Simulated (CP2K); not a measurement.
Runs of CP2K 2026.2 on InP. It takes space group F-43m (No. 216, cubic). Conventional cell: a = 5.861 Å, b = 5.861 Å, c = 5.861 Å, α = 90.00°, β = 90.00°, γ = 90.00°. In (site symmetry -43m) is surrounded by 4 P at 2.54 Å. P (site symmetry -43m) has 4 In at 2.54 Å as nearest neighbours. 

| task | level | potentials or basis | EPS_DEFAULT | NGRIDS | points a segment of the path (NPOINTS) | bands added on the path | CUTOFF of the grids | gap on the mesh (eV) | pressure (GPa) |
| --- | --- | --- | --- | --- | --- | --- | --- | --- | --- |
| band structure | LDA | POTENTIAL_UZH In GTH-PBE-q13, P GTH-PBE-q5; TZVP-MOLOPT-PBE-GTH basis | 1.0E-9 | 4 | 10 | 4 | 675 Ry | (a) | 0.5 |
| band structure | PBE | POTENTIAL_UZH In GTH-PBE0-q13, P GTH-PBE0-q5; DZVP-MOLOPT-SR-GTH basis | 1.0E-9 | 4 | 6 | 2 | 450 Ry | (b) | 5.1 |
| band structure | RPBE | POTENTIAL_UZH In GTH-PBE-q13, P GTH-PBE-q5; TZVP-MOLOPT-PBE-GTH basis | 1.0E-9 | 4 | 10 | 4 | 675 Ry | (c) | 5.2 |
| band structure | LDA | GTH_POTENTIALS In GTH-PADE-q13, P GTH-PADE-q5; TZVP-MOLOPT-PBE-GTH basis | 1.0E-10 | 5 | 6 | 6 | 450 Ry | 0.46 | -0.8 |

Alike in all rows: no spin polarisation; cell as given; k mesh 8 × 8 × 8; smearing fermi-dirac 0.05 eV.

Task: Fill in the values left out.

Result: (a) 0.51; (b) 0.76; (c) 0.78.

Caveats: spin-orbit coupling is left out, which moves the levels of the heavy elements; the basis of atomic orbitals isn't converged, which shifts pressures, moduli and gaps; the potentials were made for another functional, which shifts forces and pressure (some runs).

A k mesh can miss the band edges, and the runs leave out spin-orbit coupling on In.

Not every run made on this cell is shown here.
